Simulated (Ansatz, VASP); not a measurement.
Sc: VASP beside Ansatz

The input INCAR:

```
SYSTEM = Sc
  PREC = Accurate
  ENCUT = 520
  EDIFF = 1E-6
  ISMEAR = 0
  SIGMA = 0.15
  LREAL = .FALSE.
  LASPH = .TRUE.
  NELM = 80
  ALGO = Fast
  ISIF = 2
  LWAVE = .FALSE.
  LCHARG = .TRUE.
  GGA = PS
  LELF = .TRUE.
  LVHAR = .TRUE.
  NBANDS = 18
```

KPOINTS

```
Automatic mesh
0
G
  18 18 10
  0 0 0
```

File POSCAR:

```
Sc
1.0
    3.4742377921      0.0000000000      0.0000000000
   -1.7371188960      3.0087781868      0.0000000000
    0.0000000000      0.0000000000      5.2680000000
Sc
2
Direct
    0.3333333333      0.6666666667      0.2500000000
    0.6666666667      0.3333333333      0.7500000000
```

Input for Ansatz:

```yaml
crystal:
  lattice:
    - [3.4742377921, 0.0, 0.0]
    - [-1.737118896, 3.0087781868, 0.0]
    - [0.0, 0.0, 5.268]
  atoms:
    - { symbol: Sc, position: [0.3333333333, 0.6666666667, 0.25] }
    - { symbol: Sc, position: [0.6666666667, 0.3333333333, 0.75] }
basis:
  ecutwfc: 420
kpoints:
  mp_grid: { grid: [18, 18, 10] }
hamiltonian:
  xc: pbesol
scf:
  occupations: { method: gaussian, width: 0.15 }
output:
  forces: true
  stress: true
  eigenvalues: true
```

Change from the starting cell: strain +0.050 along x and y, +0.000 along z, atoms carried along.

Alike in both runs: task single point; functional PBEsol; k mesh 18 × 18 × 10; occupations gaussian, width 0.15 eV; no spin polarisation.

|  | VASP | Ansatz |
| --- | --- | --- |
| version | VASP 6.6.1 | Ansatz 0.2.0 |
| potentials or method | VASP PAW PBE potentials, release 64 (Sc_sv) | scalar-relativistic, plane waves, PAW |
| plane-wave cutoff (eV) | 520 | 420 |
| valence electrons in the cell | 22 | 22 |

|  | VASP | Ansatz | Ansatz less VASP |
| --- | --- | --- | --- |
| gap on the k mesh at the Fermi level (eV) | none | none | - |
| pressure (GPa) | -6.7 | -6.7 | 0.00 |
| largest component of the traceless stress (GPa) | 1.14 | 1.14 | +0.001 |

A gap of «none» marks a metal or a gap that the smearing closes. The functional is the same, so the differences come from potentials, cutoffs and numerics.

Caveats: the PAW data sets were made with another functional, which shifts forces and pressure a little (VASP).
